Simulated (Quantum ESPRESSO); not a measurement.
AlRu in Quantum ESPRESSO: the effect of functional

The system is AlRu.

```
Ru Al
1.0
     2.99160    0.00000    0.00000
     0.00000    2.99160    0.00000
     0.00000    0.00000    2.99160
Ru Al
1 1
Direct
  0.50000 0.50000 0.50000
  0.00000 0.00000 0.00000
```

Alike in all runs:

```yaml
Program: Quantum ESPRESSO 7.5
Task: phonon dispersion
Cutoff: 612 eV
Density_cutoff: 4898 eV
k_mesh: 6 × 6 × 6
Occupations: cold, width 0.2 eV
Spin: no spin polarisation
```

Each run relaxes the cell or the atoms first.

Problem. One run gave: relaxed volume 13.54 Å³/atom; highest phonon frequency 350 cm⁻¹. Which functional did it use?
A. PBEsol
B. LDA
C. PBE

Solution. C.

```csv
functional,potentials or basis,relaxed volume (Å³/atom),highest phonon frequency (cm⁻¹)
LDA,GBRV 1.5 LDA,12.89,372
PBE,GBRV 1.5 PBE,13.54,350
PBEsol,GBRV 1.5 PBEsol,13.16,366
```

Caveats: the mesh is thin for the phonons of a metal.
